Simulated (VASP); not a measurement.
A calculation with VASP 6.6.1 of Ti (native input, structure from a POSCAR):

The input INCAR:

```
SYSTEM = Ti
PREC     = Accurate       ! precision mode
ENCUT    = 520            ! plane-wave cutoff, eV
EDIFF    = 1E-6           ! SCF threshold, eV
ISMEAR   = 0              ! smearing method
SIGMA    = 0.05           ! smearing width, eV
LREAL    = .False.        ! projectors in reciprocal space
LASPH    = .True.         ! aspherical terms in the spheres
NELM     = 100            ! most SCF steps
ALGO     = Normal         ! electronic algorithm
ISIF     = 2              ! what is computed and relaxed
LWAVE    = .False.        ! write WAVECAR
LCHARG   = .False.        ! write CHGCAR
GGA      = PE             ! functional
NBANDS   = 19             ! bands
```

File KPOINTS:

```
regular mesh
0
Gamma
  10 10 6
  0 0 0
```

The input POSCAR:

```
Ti
2.95
    1.000000000000      0.000000000000      0.000000000000
   -0.500000000000      0.866025403797      0.000000000000
    0.000000000000      0.000000000000      1.586440677966
Ti
2
Direct
    0.6666666667      0.3333333333      0.7500000000
    0.3333333333      0.6666666667      0.2500000000
```

Potentials or basis: VASP PAW PBE potentials, release 54 (Ti_sv).

Launch:

```console
$ cat potpaw_PBE.54/Ti_sv/POTCAR > POTCAR
$ mpirun -np 1 vasp_std > vasp.out
```

Task: Write the same calculation in another form: ASE script, structure by space group and Wyckoff sites.

Result: As run:

The input run.py:

```python
from ase.calculators.vasp import Vasp
from ase.dft.bandgap import bandgap
from ase.spacegroup import crystal

atoms = crystal(
    ['Ti'],
    basis=[[0.6666666667, 0.3333333333, 0.75]],
    spacegroup=194,
    setting=1,
    cellpar=[2.95, 2.95, 4.68, 90.0, 90.0, 120.0],
    primitive_cell=True,
)
calc = Vasp(
    directory='calc',
    xc='pbe',
    pp='PBE',
    setups='recommended',
    pp_version='54',
    prec='Accurate',
    encut=520,
    ediff=1e-06,
    ismear=0,
    sigma=0.05,
    lreal=False,
    lasph=True,
    nelm=100,
    algo='Fast',
    isif=2,
    lwave=False,
    lcharg=True,
    lelf=True,
    lvhar=True,
    kpts=[10, 10, 6],
    gamma=True,
)
atoms.calc = calc

print('energy (eV):', atoms.get_potential_energy())
print('free energy (eV):', atoms.get_potential_energy(force_consistent=True))
print('forces (eV/A):')
print(atoms.get_forces())
print('stress (eV/A^3, Voigt):', atoms.get_stress())
print('Fermi level (eV):', calc.get_fermi_level())
gap, top, bottom = bandgap(calc)
print('band gap (eV):', gap, 'from (spin, k, band)', top, 'to', bottom)
```

Potentials or basis: VASP PAW PBE potentials, release 54 (Ti_sv).

The run is started by

```sh
$ python run.py
```

Both were run:

|  | native input, structure from a POSCAR | ASE script, structure by space group and Wyckoff sites |
| --- | --- | --- |
| Pressure | -1.7 GPa | -1.8 GPa |
| Band gap on the k mesh | none (metal or under the smearing width) | none (metal or under the smearing width) |

Keys that steer only the numerical path or the files written may differ.
